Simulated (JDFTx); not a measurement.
Sc:

```
CELL_PARAMETERS angstrom
3.20196 0.00000 0.00000
1.50211 2.84414 0.00000
1.54899 0.92645 2.67418
ATOMIC_POSITIONS crystal
Sc 0.00000 0.00000 0.00000
```

This isn't the form of Sc at room conditions, which is hcp.

* Program: JDFTx 1.7.0 (patched build)
* Task: single point
* Functional: PBE
* Potentials or basis: PseudoDojo-SR-PBE-0.5-standard
* Cutoff: 1061 eV
* Density cutoff: 4245 eV
* k mesh: 10 × 10 × 10
* Occupations: fermi-dirac, width 0.05 eV
* Spin: no spin polarisation

On this cell: pressure 0.7 GPa; band gap on the k mesh none (metal or under the smearing width).

The same run follows on a disturbed copy (cell strained at random at fixed volume):

```xyz
1
Lattice="3.1596 0.0006 -0.0290 1.4828 2.7932 0.0674 1.5045 0.9862 2.7745" Properties=species:S:1:pos:R:3 pbc="T T T"
Sc    0.0171   -0.0196   -0.0365
```

Task: What changes?

Result: The energy (extrapolated to zero smearing) moves by +12.9 meV/atom; pressure 0.8 GPa; band gap on the k mesh none (metal or under the smearing width).

Stress tensor (GPa, compression positive):
```
 2.20  1.17  0.73
 1.17  2.11 -0.71
 0.73 -0.71 -1.86
```
